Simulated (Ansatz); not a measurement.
Take a crystal in which Ga has been replaced by Sc on all its sites, with the cell rescaled by a rough guess (in some cases also distorted within its space group) and nothing relaxed:

```yaml
crystal:
  lattice:
    - [3.54617, 0.00000, -0.09589]
    - [0.00000, 3.87136, 0.00000]
    - [-1.85236, 0.00000, 4.63690]
  atoms:
    - { symbol: Sc, position: [0.86065, 0.25000, 0.22236] }
    - { symbol: Sc, position: [0.13935, 0.75000, 0.77764] }
```

Theory: Ansatz 0.2.0, DFT PBE, scalar-relativistic, plane waves, PAW.

Settings: cutoff 420 eV, Γ-centred mesh 14×12×10 on the computed 2-atom cell, Gaussian smearing of 0.10 eV; no spin polarisation.

Problem. What pressure does the cell carry?

Solution. The pressure is -6.5 GPa (positive in compression), so the cell would contract.

Problem. Is it a metal on this mesh?

Solution. Yes, a band crosses the Fermi level.

This form isn't the element's structure at ambient conditions.